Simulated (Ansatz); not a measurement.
**AlFe under changes of volume**

One of the cells (12.321 Å³/atom); the others are scaled copies at fixed shape and fractional positions:

```
CELL_PARAMETERS angstrom
2.91000 0.00000 0.00000
0.00000 2.91000 0.00000
0.00000 0.00000 2.91000
ATOMIC_POSITIONS crystal
Fe 0.50000 0.50000 0.50000
Al 0.00000 0.00000 0.00000
```

| Quantity | Value |
| --- | --- |
| Program | Ansatz 0.2.0 |
| Functional | LDA |
| Potentials or basis | all-electron LAPW, scalar-relativistic |
| Cutoff | 248 eV (chosen from the basis error) |
| Basis error allowed | 0.001 eV/atom |
| k mesh | 9 × 9 × 9 |
| Occupations | fermi-dirac, width 0.05 eV |
| Spin | collinear spin, ferromagnetic start |
| Starting moments | [3.0, 0.0] μB |

```tsv
volume (Å³/atom)	energy over the lowest point (meV/atom)	pressure (GPa)	moment (μB per cell)
11.582	0.00	-7.4	0.53
11.828	14.15	-10.8	0.57
12.075	33.22	-13.8	0.60
12.321	56.72	-16.5	0.62
12.568	84.17	-19.0	0.64
12.814	115.17	-21.1	0.65
13.060	?	?	?
```

Problem. What does the run at 13.060 Å³/atom give?

Solution. Energy over the lowest point 149.31 meV/atom; pressure -23.0 GPa; moment 0.67 μB per cell.

Worked out: A Birch-Murnaghan fit of order 3 (a polynomial in V^(-2/3)) to the other rows has no minimum within the range. It gives 149.34 meV/atom at 13.060 Å³/atom, against the run's 149.31, and -dE/dV = -23.2 GPa, against -23.0. A parabola through the other rows of the moment, of slope -0.000119 μB per Å³/atom there, extrapolates to 0.65 μB, against the run's 0.67.

Energies are extrapolated to zero smearing.
